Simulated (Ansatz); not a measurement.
The system is Cs.

```
Cs
1.0
    -3.12847    3.12847    3.12847
     3.12847   -3.12847    3.12847
     3.12847    3.12847   -3.12847
Cs
1
Direct
  0.00000 0.00000 0.00000
```

```yaml
Program: Ansatz 0.2.0
Task: relaxation of cell and atoms
Functional: HISS
Dispersion: D3(BJ)-ATM
Potentials_or_basis: PseudoDojo standard (LDA files)
Cutoff: 653 eV
Density_cutoff: 2612 eV
k_mesh: 5 × 5 × 5
Occupations: gaussian, width 0.1 eV
Spin: no spin polarisation
```

At the start: volume 122.48 Å³/atom.

Question: How do energy, volume and symmetry change on relaxing?

Answer: It ends after 5 steps and the volume is 110.06 Å³/atom (-10.1 %); space group Im-3m (No. 229, to 0.05 Å).

The path:
```
step  energy change (eV)  largest force (eV/Å)  volume (Å³)
   1              0.0000                0.0000       122.48
   2             -0.0011                0.0000       121.59
   3             -0.0088                0.0000       108.23
   4             -0.0090                0.0000       110.06
   5             -0.0088                0.0000       110.06
```

Final structure:
```xyz
1
Lattice="-3.0190 3.0190 3.0190 3.0190 -3.0190 3.0190 3.0190 3.0190 -3.0190" Properties=species:S:1:pos:R:3 pbc="T T T"
Cs    0.0000    0.0000    0.0000
```

Caveat: the plane-wave basis is chosen anew once the cell has moved, so the energies of steps on either side of that aren't comparable; the potentials were made for another functional, which shifts forces and pressure; pairwise dispersion overbinds metals, which lowers pressure and volume; the dispersion damping was fitted for another functional or another form of the correction.
